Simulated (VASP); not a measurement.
Runs of VASP 6.6.1 on ZnO (zincite). It takes space group P6_3mc (No. 186, hexagonal). The conventional cell has a = 3.249 Å, b = 3.249 Å, c = 5.206 Å, α = 90.00°, β = 90.00°, γ = 120.00°. Around Zn (site symmetry 3m) lie 4 O at 1.97 to 1.98 Å. O (site symmetry 3m) is surrounded by 4 Zn at 1.97 to 1.98 Å. 

| task | level | potentials or basis | cell | cutoff (eV) | gap on the mesh (eV) | pressure (GPa) | relaxed volume (Å³/atom) | largest force (eV/Å) |
| --- | --- | --- | --- | --- | --- | --- | --- | --- |
| relaxation of cell and atoms | LDA | VASP PAW LDA potentials, release 64 (Zn, O) | relaxed | 600 | 0.80 | 0.1 | (b) | - |
| band structure | PBE | VASP PAW PBE potentials, release 64 (Zn, O) | as given | 520 | 0.79 | 6.0 | - | 0.07 |
| band structure | RPBE | VASP PAW PBE potentials, release 64 (Zn, O) | as given | 520 | 0.88 | - | - | - |
| relaxation of cell and atoms | PBE | VASP PAW PBE potentials, release 64 (Zn, O) | relaxed | 600 | 0.72 | 0.0 | (a) | 0.01 |
| relaxation of cell and atoms | RPBE | VASP PAW PBE potentials, release 64 (Zn, O) | relaxed | 600 | 0.77 | -0.1 | 12.85 | 0.01 |

Alike in all rows: no spin polarisation; k mesh 9 × 9 × 5; smearing fermi-dirac 0.05 eV.

Problem. Fill in the values left out.

Solution. (a) 12.39; (b) 11.40.

Caveats: the PAW data sets were made with another functional, which shifts forces and pressure a little (some runs).

